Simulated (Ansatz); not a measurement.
Al2Cu: equilibrium cell

Method: plane-wave DFT with PAW (Ansatz; 420 eV, 500 eV for r²SCAN). Each run relaxes cell and atoms to zero pressure from this start:

```xyz
3
Lattice="4.1052 0.0000 0.0000 0.0000 4.1052 0.0000 0.0000 0.0000 2.8913" Properties=species:S:1:pos:R:3 pbc="T T T"
Al    2.0526    0.0000    1.4457
Al    0.0000    2.0526    1.4457
Cu    0.0000    0.0000    0.0000
```

```
Γ-centred k-mesh : 10×10×14
occupation rule  : Gaussian smearing, 0.1 eV
spin treatment   : unpolarised
```

Lengths are those of the conventional cell, space group P4/mmm.

Problem. Order by relaxed volume, smallest first.
A. PBEsol
B. PBE
C. LDA
D. r2SCAN

Solution. C (15.37 Å³/atom), A (15.83 Å³/atom), D (15.88 Å³/atom), B (16.33 Å³/atom).

```
functional a (Å) c (Å) volume (Å³/atom) gap on mesh (eV)
       LDA  4.043  2.822             15.37             metal
    PBEsol  4.084  2.846             15.83             metal
       PBE  4.121  2.885             16.33             metal
    r2SCAN  4.088  2.851             15.88             metal
```

Cost: 4 runs of about 6 core-minutes in all, on Intel Xeon Processor @ 2.50GHz (Skylake/Cascade Lake) (shared hosts).